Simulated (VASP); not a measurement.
# Cu (Fm-3m) in VASP: notebook

One crystal, Cu, is run at these levels: PBE; tasks: single point.

Everything below comes from runs of VASP 6.6.1. Logs are shortened: lines on timing, memory, paths and dates and some standing lists are left out, and cuts for length are marked.

### 1 The crystal as given

The structure is cubic, space group Fm-3m (No. 225). Conventional cell: a = 3.615 Å, b = 3.615 Å, c = 3.615 Å, α = 90.00°, β = 90.00°, γ = 90.00°. Cu (site symmetry m-3m) has 12 Cu at 2.56 Å as nearest neighbours.

### 2 Single point, PBE

The input, INCAR:

```
SYSTEM = Cu
  PREC = Accurate
  ENCUT = 460
  EDIFF = 1E-6
  ISMEAR = 1
  SIGMA = 0.1
  LREAL = .False.
  LASPH = .True.
  NELM = 100
  ALGO = Normal
  ISIF = 2
  LWAVE = .False.
  LCHARG = .False.
  GGA = PE
  NBANDS = 12
  ADDGRID = .False.
```

The input, KPOINTS:

```
regular mesh
0
Gamma
  11 11 11
  0 0 0
```

The input, POSCAR:

```
Cu
1.0
    0.0000000000      1.8075000000      1.8075000000
    1.8075000000      0.0000000000      1.8075000000
    1.8075000000      1.8075000000      0.0000000000
Cu
1
Direct
    0.0000000000      0.0000000000      0.0000000000
```

Potentials or basis: VASP PAW PBE potentials, release 64 (Cu).

The run is started by

```console
> cat potpaw_PBE.64/Cu/POTCAR > POTCAR
> mpirun -np 1 vasp_std > vasp.out
```

OUTCAR:

```text
SYSTEM = Cu
   PREC = Accurate
   ENCUT = 460
   EDIFF = 1E-6
   ISMEAR = 1
   LREAL = .False.
   LASPH = .True.
   NELM = 100
   ISIF = 2
   GGA = PE

 Found     56 irreducible k-points:

 Following reciprocal coordinates:
            Coordinates               Weight
  0.000000  0.000000  0.000000      1.000000
  0.090909  0.000000  0.000000      8.000000
  0.181818  0.000000  0.000000      8.000000
  0.272727  0.000000  0.000000      8.000000
  0.363636  0.000000  0.000000      8.000000
  0.454545  0.000000  0.000000      8.000000
   k-points           NKPTS =     56   k-points in BZ     NKDIM =     56   number of bands    NBANDS=     12
   number of dos      NEDOS =    301   number of ions     NIONS =      1
   total plane-waves  NPLWV =   5832
   dimension x,y,z NGX =    18 NGY =   18 NGZ =   18
   dimension x,y,z NGXF=    36 NGYF=   36 NGZF=   36
   ions per type =               1
   NGX,Y,Z   is equivalent  to a cutoff of  11.71, 11.71, 11.71 a.u.
   NGXF,Y,Z  is equivalent  to a cutoff of  23.41, 23.41, 23.41 a.u.
 SYSTEM =  Cu
   PREC   = accura    normal or accurate (medium, high low for compatibility)
   ISTART =      0    job   : 0-new  1-cont  2-samecut
   ICHARG =      2    charge: 1-file 2-atom 10-const
   ISPIN  =      1    spin polarized calculation?
   LNONCOLLINEAR =      F non collinear calculations
   LSORBIT =      F    spin-orbit coupling
   LASPH  =      T    aspherical Exc in radial PAW
   ENCUT  =  460.0 eV  33.81 Ry    5.81 a.u.   4.47  4.47  4.47*2*pi/ulx,y,z
   NELM   =    100;   NELMIN=  2; NELMDL= -5     # of ELM steps
   EDIFF  = 0.1E-05   stopping-criterion for ELM
   LREAL  =      F    real-space projection
   EDIFFG = 0.1E-04   stopping-criterion for IOM
   NSW    =      0    number of steps for IOM
   IBRION =     -1    ionic relax: 0-MD 1-quasi-New 2-CG
   NFREE  =      0    steps in history (QN), initial steepest desc. (CG)
   ISIF   =      2    stress and relaxation
   ISYM   =      2    0-nonsym 1-usesym 2-fastsym
   POTIM  = 0.5000    time-step for ionic-motion
   TEBEG  =    0.0;   TEEND  =   0.0 temperature during run
   PSTRESS=    0.0 pullay stress
   NELECT =      11.0000    total number of electrons
   NUPDOWN=      -1.0000    fix difference up-down
   EMIN   =  10.00;   EMAX   =-10.00  energy-range for DOS
   EFERMI =   0.00;   METHOD = LEGACY
   ISMEAR =     1;   SIGMA  =   0.10  broadening in eV -4-tet -1-fermi 0-gaus
   EFERMI_NEDOS =   21; number of points for ismear=-14 and -15
   IALGO  =     38    algorithm
   IMIX   =      4    mixing-type and parameters
     AMIX     =   0.40;   BMIX     =  1.00
     AMIX_MAG =   1.60;   BMIX_MAG =  1.00
  volume/ion in A,a.u.               =      11.81        79.70
  Fermi-wavevector in a.u.,A,eV,Ry     =   1.598763  3.021224 34.777078  2.556043
  Thomas-Fermi vector in A             =   2.696162
   LORBIT       =      0    0 simple, 1 ext, 2 COOP (PROOUT), +10 PAW based schemes
   GGA     = PE    functional components
   LHFCALC =     F    Hartree Fock is set to
   AEXX    =    0.0000 exact exchange contribution
   IVDW    =     0    specifies the selected vdW correction
   LEPSILON=     F    determine dielectric tensor
   LRPA    =     F    only Hartree local field effects (RPA)
 non-spin polarized calculation
 Methfessel and Paxton  Order N= 1 SIGMA  =   0.10
  energy-cutoff  :      460.00
  volume of cell :       11.81
 maximum number of plane-waves:       276
 NGX is ok and might be reduce to    18
   NGX =  9   NGY =  9   NGZ =  9

 number of electron      11.0000013 magnetization

 Free energy of the ion-electron system (eV)
  ---------------------------------------------------
  ext. energy  EPLUGINS =         0.00000000
  ---------------------------------------------------
  free energy    TOTEN  =        -3.73127634 eV

  energy without entropy =       -3.73182956  energy(sigma->0) =       -3.73146075

 E-fermi :   7.6298     XC(G=0): -12.7263

 val. band max:        7.5389186442   @ k =   0.4545   0.2727   0.0000
 cond. band min:       7.7814776435   @ k =   0.4545   0.3636   0.0000
 fundamental gap:      0.2425589993
 Fermi energy:         7.6298186795

 k-point     1 :       0.0000    0.0000    0.0000
  band No.  band energies     occupation
      1      -1.7666      2.00000
      2       4.5537      2.00000
      3       4.5537      2.00000
      4       4.5537      2.00000
      5       5.3757      2.00000
      6       5.3757      2.00000
      7      30.1803      0.00000
      8      32.8228      0.00000
      9      32.8228      0.00000
     10      32.8228      0.00000
     11      35.3140      0.00000
     12      35.3140      0.00000

 k-point     2 :       0.0909    0.0000    0.0000
  band No.  band energies     occupation
      1      -1.4667      2.00000
      2       4.4920      2.00000
      3       4.6076      2.00000
      4       4.6076      2.00000
      5       5.3555      2.00000
      6       5.3555      2.00000
      7      28.1051      0.00000
      8      30.9898      0.00000
      9      32.0354      0.00000
     10      32.0354      0.00000
     11      36.5117      0.00000
     12      36.5117      0.00000

 k-point     3 :       0.1818    0.0000    0.0000
  band No.  band energies     occupation
      1      -0.5971      2.00000
      2       4.3565      2.00000
      3       4.7038      2.00000
      4       4.7038      2.00000
      5       5.3577      2.00000
      6       5.3577      2.00000
      7      23.4468      0.00000
      8      30.5297      0.00000
      9      30.9931      0.00000
     10      30.9931      0.00000
     11      37.1435      0.00000
     12      37.5696      0.00000

 k-point     4 :       0.2727    0.0000    0.0000
  band No.  band energies     occupation
      1       0.7050      2.00000
      2       4.3184      2.00000
      3       4.6942      2.00000
      4       4.6942      2.00000
      5       5.5114      2.00000
      6       5.5114      2.00000
      7      18.9401      0.00000
      8      29.8756      0.00000
      9      30.2490      0.00000
     10      30.2490      0.00000
     11      35.5458      0.00000
     12      35.5458      0.00000

 k-point     5 :       0.3636    0.0000    0.0000
  band No.  band energies     occupation
      1       1.9546      2.00000
      2       4.6010      2.00000
      3       4.6010      2.00000
      4       4.8355      2.00000
      5       5.7533      2.00000
      6       5.7533      2.00000
      7      14.9270      0.00000
      8      29.1668      0.00000
      9      29.8287      0.00000
     10      29.8287      0.00000
     11      33.7728      0.00000
     12      33.7728      0.00000

 k-point     6 :       0.4545    0.0000    0.0000
  band No.  band energies     occupation
      1       2.4623      2.00000
      2       4.5300      2.00000
      3       4.5300      2.00000
      4       5.9200      2.00000
      5       5.9200      2.00000
      6       6.2158      2.00000
      7      11.8931      0.00000
      8      28.7305      0.00000
      9      29.6696      0.00000
     10      29.6696      0.00000
     11      32.7892      0.00000
     12      32.7893      0.00000

 [... further k-points ...]

------------------------ aborting loop because EDIFF is reached ----------------------------------------

  FORCE on cell =-STRESS in cart. coord.  units (eV):
  Direction    XX          YY          ZZ          XY          YZ          ZX
  --------------------------------------------------------------------------------------
  -------------------------------------------------------------------------------------
  Total        0.1105809      0.1105809      0.1105809      0.0000000     -0.0000000      0.0000000
  in kB       15.0011908     15.0011908     15.0011908      0.0000000     -0.0000000      0.0000000
  external PRESSURE =      15.0011908 kB  Pullay stress =       0.0000000 kB

 VOLUME and BASIS-vectors are now :
 -----------------------------------------------------------------------------
  energy-cutoff  :      460.00
  volume of cell :       11.81
      direct lattice vectors                 reciprocal lattice vectors
     0.000000000  1.807500000  1.807500000    -0.276625173  0.276625173  0.276625173
     1.807500000  0.000000000  1.807500000     0.276625173 -0.276625173  0.276625173
     1.807500000  1.807500000  0.000000000     0.276625173  0.276625173 -0.276625173

 POSITION                                       TOTAL-FORCE (eV/Angst)
 -----------------------------------------------------------------------------------
      0.00000      0.00000      0.00000        -0.000000     -0.000000     -0.000000
 -----------------------------------------------------------------------------------
    total drift:                                0.000000     -0.000000      0.000000

  FREE ENERGIE OF THE ION-ELECTRON SYSTEM (eV)
  ---------------------------------------------------
  free  energy   TOTEN  =        -3.7312763439 eV

  energy  without entropy=       -3.7318295593  energy(sigma->0) =       -3.73146075
```

It took 4.2 s on 1 thread of AMD EPYC 9R45 (Zen 5), shared host; peak memory 0.09 GiB.

The run converged, but some of its settings lie outside the range that counts as converged, so its numbers aren't taken as properties of the crystal.

What came out:

```
Free energy            : -3.7313 eV
Pressure               : 1.5 GPa
Band gap on the k mesh : none (metal or under the smearing width)
```

### 3 Single point, PBE

INCAR is that of step 2.

KPOINTS is that of step 2.

The input, POSCAR:

```
Cu
1.0
   -0.0335610000      1.7894160000      1.7776830000
    1.7981850000     -0.0227470000      1.7668690000
    1.8176490000      1.7980650000     -0.0422110000
Cu
1
Direct
    0.0167750000     -0.0332640000      0.0016970000
```

Potentials or basis: VASP PAW PBE potentials, release 64 (Cu).

The run is started by

```console
> cat potpaw_PBE.64/Cu/POTCAR > POTCAR
> mpirun -np 1 vasp_std > vasp.out
```

Wall time 36 s (1 thread of AMD EPYC 9R45 (Zen 5), shared host); peak memory 0.15 GiB.

These settings aren't checked as converged: the numbers below hold their error.

What came out:

```
Free energy            : -3.7264 eV
Pressure               : 1.7 GPa
Band gap on the k mesh : none (metal or under the smearing width)
```

### 4 Single point, PBE

Edit INCAR of step 3 so:

```diff
@@ -3,3 +3,3 @@
   ENCUT = 460
-  EDIFF = 1E-6
+  EDIFF = 1E-7
   ISMEAR = 1
@@ -15,2 +15,2 @@
   NBANDS = 12
-  ADDGRID = .False.
+  ADDGRID = .True.
```

KPOINTS is that of step 3.

The input, POSCAR:

```
Cu
1.0
    0.0000000000      1.8075000000      1.8075000000
    1.8075000000      0.0000000000      1.8075000000
    1.8075000000      1.8075000000      0.0000000000
Cu
1
Direct
    0.0000000000      0.0000000000      0.0000000000
```

Potentials or basis: VASP PAW PBE potentials, release 64 (Cu).

The run is started by

```console
> cat potpaw_PBE.64/Cu/POTCAR > POTCAR
> mpirun -np 1 vasp_std > vasp.out
```

OUTCAR:

```text
SYSTEM = Cu
   PREC = Accurate
   ENCUT = 460
   EDIFF = 1E-7
   ISMEAR = 1
   LREAL = .False.
   LASPH = .True.
   NELM = 100
   ISIF = 2
   GGA = PE

 Found     56 irreducible k-points:

 Following reciprocal coordinates:
            Coordinates               Weight
  0.000000  0.000000  0.000000      1.000000
  0.090909  0.000000  0.000000      8.000000
  0.181818  0.000000  0.000000      8.000000
  0.272727  0.000000  0.000000      8.000000
  0.363636  0.000000  0.000000      8.000000
  0.454545  0.000000  0.000000      8.000000
[... 166 lines left out ...]

------------------------ aborting loop because EDIFF is reached ----------------------------------------

  FORCE on cell =-STRESS in cart. coord.  units (eV):
  Direction    XX          YY          ZZ          XY          YZ          ZX
  --------------------------------------------------------------------------------------
  -------------------------------------------------------------------------------------
  Total        0.1102841      0.1102841      0.1102841      0.0000000      0.0000000     -0.0000000
  in kB       14.9609321     14.9609321     14.9609321      0.0000000      0.0000000     -0.0000000
  external PRESSURE =      14.9609321 kB  Pullay stress =       0.0000000 kB

 VOLUME and BASIS-vectors are now :
 -----------------------------------------------------------------------------
  energy-cutoff  :      460.00
  volume of cell :       11.81
      direct lattice vectors                 reciprocal lattice vectors
     0.000000000  1.807500000  1.807500000    -0.276625173  0.276625173  0.276625173
     1.807500000  0.000000000  1.807500000     0.276625173 -0.276625173  0.276625173
     1.807500000  1.807500000  0.000000000     0.276625173  0.276625173 -0.276625173

 POSITION                                       TOTAL-FORCE (eV/Angst)
 -----------------------------------------------------------------------------------
      0.00000      0.00000      0.00000        -0.000000      0.000000     -0.000000
 -----------------------------------------------------------------------------------
    total drift:                               -0.000000     -0.000000     -0.000000

  FREE ENERGIE OF THE ION-ELECTRON SYSTEM (eV)
  ---------------------------------------------------
  free  energy   TOTEN  =        -3.7312577897 eV

  energy  without entropy=       -3.7318110200  energy(sigma->0) =       -3.73144220
```

Run time: 4.6 s. Hardware: 1 thread of AMD EPYC 9R45 (Zen 5), shared host; peak memory 0.12 GiB.

These settings aren't checked as converged: the numbers below hold their error.

What came out:

```yaml
Free_energy: -3.7313 eV
Pressure: 1.5 GPa
Band_gap_on_the_k_mesh: none (metal or under the smearing width)
```

### 5 Single point, PBE

INCAR is that of step 4.

KPOINTS is that of step 4.

The input, POSCAR:

```
Cu
1.0
   -0.0335610000      1.7894160000      1.7776830000
    1.7981850000     -0.0227470000      1.7668690000
    1.8176490000      1.7980650000     -0.0422110000
Cu
1
Direct
    0.0167750000     -0.0332640000      0.0016970000
```

Potentials or basis: VASP PAW PBE potentials, release 64 (Cu).

The run is started by

```console
> cat potpaw_PBE.64/Cu/POTCAR > POTCAR
> mpirun -np 1 vasp_std > vasp.out
```

OUTCAR:

```text
SYSTEM = Cu
   PREC = Accurate
   ENCUT = 460
   EDIFF = 1E-7
   ISMEAR = 1
   LREAL = .False.
   LASPH = .True.
   NELM = 100
   ISIF = 2
   GGA = PE

 Found    666 irreducible k-points:

 Following reciprocal coordinates:
            Coordinates               Weight
  0.000000  0.000000  0.000000      1.000000
  0.090909 -0.000000 -0.000000      2.000000
  0.181818 -0.000000 -0.000000      2.000000
  0.272727 -0.000000 -0.000000      2.000000
  0.363636 -0.000000 -0.000000      2.000000
  0.454545  0.000000 -0.000000      2.000000
[... 166 lines left out ...]

------------------------ aborting loop because EDIFF is reached ----------------------------------------

  FORCE on cell =-STRESS in cart. coord.  units (eV):
  Direction    XX          YY          ZZ          XY          YZ          ZX
  --------------------------------------------------------------------------------------
  -------------------------------------------------------------------------------------
  Total        0.1203979      0.1015366      0.1556055      0.0380761      0.1240045      0.2114431
  in kB       16.3329475     13.7742602     21.1091514      5.1653248     16.8222136     28.6839652
  external PRESSURE =      17.0721197 kB  Pullay stress =       0.0000000 kB

 VOLUME and BASIS-vectors are now :
 -----------------------------------------------------------------------------
  energy-cutoff  :      460.00
  volume of cell :       11.81
      direct lattice vectors                 reciprocal lattice vectors
    -0.033561000  1.789416000  1.777683000    -0.268914128  0.278352052  0.277263920
     1.798185000 -0.022747000  1.766869000     0.277037260 -0.273469598  0.280504747
     1.817649000  1.798065000 -0.042211000     0.271125354  0.275680674 -0.272381618

 POSITION                                       TOTAL-FORCE (eV/Angst)
 -----------------------------------------------------------------------------------
      1.74089      0.01108      1.73784         0.000000      0.000000     -0.000000
 -----------------------------------------------------------------------------------
    total drift:                                0.000002     -0.000001     -0.000003

  FREE ENERGIE OF THE ION-ELECTRON SYSTEM (eV)
  ---------------------------------------------------
  free  energy   TOTEN  =        -3.7263810128 eV

  energy  without entropy=       -3.7264373721  energy(sigma->0) =       -3.72639980
```

stdout:

```text
POSCAR found type information on POSCAR Cu
 POSCAR found :  1 types and       1 ions
 scaLAPACK will be used
 LDA part: xc-table for (Slater+PW92), standard interpolation
 POSCAR, INCAR and KPOINTS ok, starting setup
 FFT: planning ... GRIDC
 FFT: planning ... GRID_SOFT
 FFT: planning ... GRID
 WAVECAR not read
 entering main loop
```

Wall time 38 s (1 thread of AMD EPYC 9R45 (Zen 5), shared host); peak memory 0.18 GiB.

These settings aren't checked as converged: the numbers below hold their error.

What came out:

```yaml
Free_energy: -3.7264 eV
Pressure: 1.7 GPa
Band_gap_on_the_k_mesh: none (metal or under the smearing width)
```
